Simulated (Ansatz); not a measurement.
Runs of Ansatz 0.2.0 on SrCl2. The structure is cubic, space group Fm-3m (No. 225). Conventional cell: a = 6.977 Å, b = 6.977 Å, c = 6.977 Å, α = 90.00°, β = 90.00°, γ = 90.00°. Around Sr (site symmetry m-3m) lie 8 Cl at 3.02 Å. Cl (site symmetry -43m) is surrounded by 4 Sr at 3.02 Å. 

```csv
level,gap on the mesh (eV),pressure (GPa)
LDA,(a),(c)
BLYP,5.37,(b)
HSE06,6.62,0.5
PBEsol,5.14,-1.1
RPBE,5.68,3.0
```

Alike in all rows: task projected density of states; potentials or basis Ansatz PAW; no spin polarisation; cell as given; k mesh 4 × 4 × 4; cutoff (eV) 420; smearing fermi-dirac 0.05 eV.

Question: Fill in the values left out.

Answer: (a) 4.88; (b) 2.7; (c) -2.8.

Caveats: the PAW data sets come from PBE, with cores solved anew for the run's functional, which leaves a small shift of forces and pressure; the density of states is complete only up to the lowest level of the last band computed; the thresholds are loose for stress (some runs).

A k mesh can miss the band edges, and the runs leave out spin-orbit coupling on Sr.

Runs at the PBE level aren't shown here.
